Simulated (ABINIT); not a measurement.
The system is SnTe.

```
Te Sn
1.0
     0.00000    3.15085    3.15085
     3.15085    0.00000    3.15085
     3.15085    3.15085    0.00000
Te Sn
1 1
Direct
  0.50000 0.50000 0.50000
  0.00000 0.00000 0.00000
```

Base run:

| Property | Result |
| --- | --- |
| Program | ABINIT 10.8.3 (patched build) |
| Functional | LDA |
| Potentials or basis | PseudoDojo NC SR LDA v0.4.1 standard |
| Cutoff | 952 eV |
| k mesh | 5 × 5 × 5 |
| Occupations | fermi-dirac, width 0.05 eV |
| Spin | no spin polarisation |

Its results: pressure -1.7 GPa.

Problem. The run is repeated on the same cell with these changes: functional from LDA to PBEsol; potentials or basis from PseudoDojo NC SR LDA v0.4.1 standard to PseudoDojo NC SR PBEsol v0.4.1 standard; cutoff from 952 eV to 925 eV. What comes out?

Solution. Pressure -0.7 GPa.

Caveats: the cutoff is short for stress, so the pressure is rough (some runs).
